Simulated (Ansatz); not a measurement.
**TiAl3: single point with PBE**

TiAl3:

```
Ti Al
1.0
    -1.91111    1.91111    4.28067
     1.91111   -1.91111    4.28067
     1.91111    1.91111   -4.28067
Ti Al
1 3
Direct
  0.00000 0.00000 0.00000
  0.25000 0.75000 0.50000
  0.75000 0.25000 0.50000
  0.50000 0.50000 0.00000
```

The cell comes from a database or a generator and needn't be the stable form of this composition.

```yaml
Program: Ansatz 0.2.0
Task: single point
Functional: PBE
Potentials_or_basis: JTH PAW
Cutoff: "1230 eV (not typed: the program's choice for these potentials)"
k_mesh: 10 × 10 × 10
Occupations: fermi-dirac, width 0.05 eV
Spin: no spin polarisation
```

```json
{"Pressure": "2.1 GPa", "Band gap on the k mesh": "none (metal or under the smearing width)"}
```

Stress tensor (GPa, compression positive):
```
2.16 0.00 0.00
0.00 2.16 0.00
0.00 0.00 2.02
```

Levels at points of the mesh, in eV from the Fermi level:
```tsv
k point	band 8	band 9	band 10	band 11	band 12	band 13	band 14	band 15
(0.00, 0.00, 0.00)	-1.41	-1.23	-1.23	0.84	1.75	1.75	2.25	2.47
(0.00, 0.00, -0.50)	-3.77	-2.71	-2.21	-0.99	1.79	1.97	2.71	2.86
(0.00, -0.50, 0.00)	-2.95	-1.06	-0.26	0.51	1.83	2.10	2.74	3.18
(-0.50, -0.50, -0.50)	-0.92	-0.92	-0.23	0.72	0.72	0.96	3.09	4.78
```

Run time: 7.5 s on 2 threads of AMD EPYC 9R45 96-Core Processor (Zen 5), on a shared host, peak memory 0.86 GiB.
